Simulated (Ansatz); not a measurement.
# CaSe: the cost of one run

Method: DFT PBEsol, scalar-relativistic, plane waves, PAW, in Ansatz 0.2.0.

### Step 1. The starting structure

Symmetry: Fm-3m, No. 225, cubic system. The conventional cell has a = 5.940 Å, b = 5.940 Å, c = 5.940 Å, α = 90.00°, β = 90.00°, γ = 90.00°. Ca (site symmetry m-3m) is surrounded by 6 Se at 2.97 Å. Se (site symmetry m-3m) is surrounded by 6 Ca at 2.97 Å.

Structure file:

```
CELL_PARAMETERS angstrom
0.00000 2.97024 2.97024
2.97024 0.00000 2.97024
2.97024 2.97024 0.00000
ATOMIC_POSITIONS crystal
Ca 0.00000 0.00000 0.00000
Se 0.50000 0.50000 0.50000
```

The structure comes from the Materials Project (structure only).

(A quick probe on a coarse mesh, which set the mesh and smearing, is not shown.)

### Step 3. Full relaxation

The input, input.yaml:

```yaml
crystal:
  lattice:
    - [0.0, 2.9702381052, 2.9702381052]
    - [2.9702381052, 0.0, 2.9702381052]
    - [2.9702381052, 2.9702381052, 0.0]
  atoms:
    - { symbol: Ca, position: [0.0, 0.0, 0.0] }
    - { symbol: Se, position: [0.5, 0.5, 0.5] }
basis:
  ecutwfc: 420
kpoints:
  mp_grid: { grid: [8, 8, 8] }
hamiltonian:
  xc: pbesol
scf:
  occupations: { method: gaussian, width: 0.02 }
output:
  forces: true
  stress: true
  eigenvalues: true
  write_density: true
  write_potential: true
  elf: true
  volumetric_format: npy
relax:
  adjacent_minimum: "off"
  f_tol: 0.005
  max_steps: 80
  cell: { stress_tol: 0.05 }
```

The run is started by

```
ansatz run input.yaml --threads 4 --pin off --max-ram 8192MiB --backend cpu --events-out ev --progress --plain --runs-dir out
```

**Question.** How long does this run take on 4 threads of Arm Neoverse V1, shared host, and how much memory does it need?

About 2.1 s, with a peak of 0.35 GiB.
